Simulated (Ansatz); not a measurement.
## simple cubic against fcc along group 11 and 12

The calculation used DFT, r2SCAN, plane waves (500 eV) with PAW, scalar-relativistic in Ansatz. (PAW data from PBE, frozen cores regenerated.)

Each structure is relaxed within its symmetry, in the lowest magnetic state of the tried starts. Differences under about 8 meV lie within the error of the k-point mesh. Some of these cells lie far above the measured volume under this functional.

| element | E(simple cubic) − E(fcc) (meV/atom) | V(simple cubic) (Å³/atom) | V(fcc) (Å³/atom) | state of simple cubic | state of fcc |
| --- | --- | --- | --- | --- | --- |
| Cu | 506 | 13.30 | 11.43 | spin not included | spin not included |
| Ag | 339 | 20.02 | 17.28 | spin not included | spin not included |
| Au | 184 | 20.12 | 17.52 | spin not included | spin not included |
| Zn | 265 | 17.20 | 14.36 | spin not included | spin not included |
| Cd | 140 | 25.43 | 21.76 | spin not included | spin not included |
| Hg | -13 | 27.24 | 26.75 | spin not included | spin not included |
